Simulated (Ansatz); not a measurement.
Theory: DFT PBE, scalar-relativistic, plane waves, PAW (Ansatz 0.2.0). All cells share a 420 eV cutoff and Γ-centred k meshes spaced at most about 0.3 Å⁻¹ (about 0.25 or finer for metals, 2π included). No spin polarisation.

These are static total energies at zero pressure.

Two relaxed structures of Al4Cu:

A.

```xyz
5
Lattice="-1.3679 2.9780 5.2698 1.3679 -2.9780 5.2698 1.3679 2.9780 -5.2698" Properties=species:S:1:pos:R:3 pbc="T T T"
Al    0.0000    1.3333    3.8393
Al    1.3679    1.6446   -1.4305
Al    0.0000    1.3333    6.7003
Al    1.3679    1.6446    1.4305
Cu    0.0000    0.0000    0.0000
```

B.

```xyz
5
Lattice="-1.4166 1.4166 9.5563 1.4166 -1.4166 9.5563 1.4166 1.4166 -9.5563" Properties=species:S:1:pos:R:3 pbc="T T T"
Al    0.0000    0.0000   11.2389
Al    0.0000    0.0000    3.7475
Al    0.0000    0.0000   15.3651
Al    0.0000    0.0000    7.8737
Cu    0.0000    0.0000    0.0000
```

Task: Which is lower in energy, and by how much?

Result: B is lower, by 97 meV/atom. A has space group Immm (No. 71), 17.2 Å³/atom and no gap on its mesh; B has Al and Cu ordered on fcc sites, space group I4/mmm (No. 139), 15.3 Å³/atom and no gap. Counting all near atoms (those within 1.25 times the shortest distance at each site), A has Al 8, Cu 10 and B has Al 12, Cu 12. The denser one is the lower, and pressure would at first widen the difference. Both come from invented guesses. Shaken at random and relaxed again, B came back.

Cells without such a test can be saddle points.
